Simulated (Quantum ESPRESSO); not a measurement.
# How far to go with the k-point mesh: NaBr (I4mm, 2 atoms in the cell)

```
NaBr
1.0
    2.10016    -2.10016     2.97008
    2.10016     2.10016     2.97008
   -2.10016    -2.10016     2.97008
Na Br
1 1
Direct
  0.01683   0.99158   0.99158
  0.00000   0.50000   0.50000
```

Computed with PBE, PseudoDojo standard norm-conserving (PBE) pseudopotentials (plane waves; Quantum ESPRESSO).

Base settings: ecutwfc = 90 Ry; occupations = smearing; smearing = fd; degauss = 0.00147 Ry; potentials = {Na: Na.upf, Br: Br.upf}; K_POINTS = automatic 5 5 5 0 0 0; conv_thr = 1e-11 Ry; mixing_beta = 0.4.

The second cell is the first with its lattice scaled by 0.98.

Only quantities that move along the ladder and can be compared are tabulated.

The count of work is k-points × plane waves × bands × iterations; it is no time. 

The starting cell has typed, rounded lattice constants, without a prior relaxation at this level. Its lattice was rescaled by up to half a per cent. One atom was moved a little off its site on purpose.

Steps (K_POINTS): automatic 2 2 2 0 0 0; automatic 3 3 3 0 0 0; automatic 4 4 4 0 0 0; automatic 5 5 5 0 0 0; automatic 6 6 6 0 0 0; automatic 7 7 7 0 0 0; automatic 8 8 8 0 0 0; automatic 9 9 9 0 0 0; automatic 10 10 10 0 0 0; automatic 11 11 11 0 0 0; automatic 14 14 14 0 0 0; automatic 17 17 17 0 0 0; automatic 21 21 21 0 0 0.

Task: What is the coarsest K_POINTS that holds the pressure within 0.5 GPa of the last step, with all finer ones?

Result: automatic 3 3 3 0 0 0, at 0.0067 of the last step's count of work; the step before is off by 2.3 GPa.

Task: What is the coarsest K_POINTS that holds the energy of the compressed cell less the first within 2 meV/atom of the last step, with all finer ones?

Result: automatic 4 4 4 0 0 0, at 0.014 of the last step's count of work; the step before is off by 3.0 meV/atom.

Task: What is the coarsest K_POINTS that holds the free energy within 0.5 meV/atom of the last step, with all finer ones?

Result: automatic 5 5 5 0 0 0, at 0.020 of the last step's count of work; the step before is off by 1.7 meV/atom.

| K_POINTS | free energy less the last step's (meV/atom) | energy of the compressed cell less the first (meV/atom) | pressure (GPa) | gap on the mesh (eV) | count of work / last |
|---|---|---|---|---|---|
| automatic 2 2 2 0 0 0 | 174.86 | 42.55 | 3.42 | 4.123 | 0.0042 |
| automatic 3 3 3 0 0 0 | 15.33 | 20.99 | 1.35 | 4.194 | 0.0067 |
| automatic 4 4 4 0 0 0 | 1.75 | 18.39 | 1.11 | 4.204 | 0.014 |
| automatic 5 5 5 0 0 0 | 0.23 | 18.03 | 1.08 | 4.205 | 0.020 |
| automatic 6 6 6 0 0 0 | 0.03 | 17.97 | 1.07 | 4.205 | 0.035 |
| automatic 7 7 7 0 0 0 | 0.01 | 17.96 | 1.07 | 4.205 | 0.048 |
| automatic 8 8 8 0 0 0 | 0.00 | 17.96 | 1.07 | 4.205 | 0.071 |
| automatic 9 9 9 0 0 0 | 0.00 | 17.96 | 1.07 | 4.205 | 0.094 |
| automatic 10 10 10 0 0 0 | 0.00 | 17.96 | 1.07 | 4.205 | 0.13 |
| automatic 11 11 11 0 0 0 | 0.00 | 17.96 | 1.07 | 4.205 | 0.16 |
| automatic 14 14 14 0 0 0 | 0.00 | 17.96 | 1.07 | 4.205 | 0.32 |
| automatic 17 17 17 0 0 0 | 0.00 | 17.96 | 1.07 | 4.205 | 0.55 |
| automatic 21 21 21 0 0 0 | 0.00 | 17.96 | 1.07 | 4.205 | 1.0 |

The energy difference between the two cells stays within 1 meV/atom of the last step's from automatic 4 4 4 0 0 0 on, the total only from automatic 5 5 5 0 0 0 on: much of the error is common to both cells and cancels.
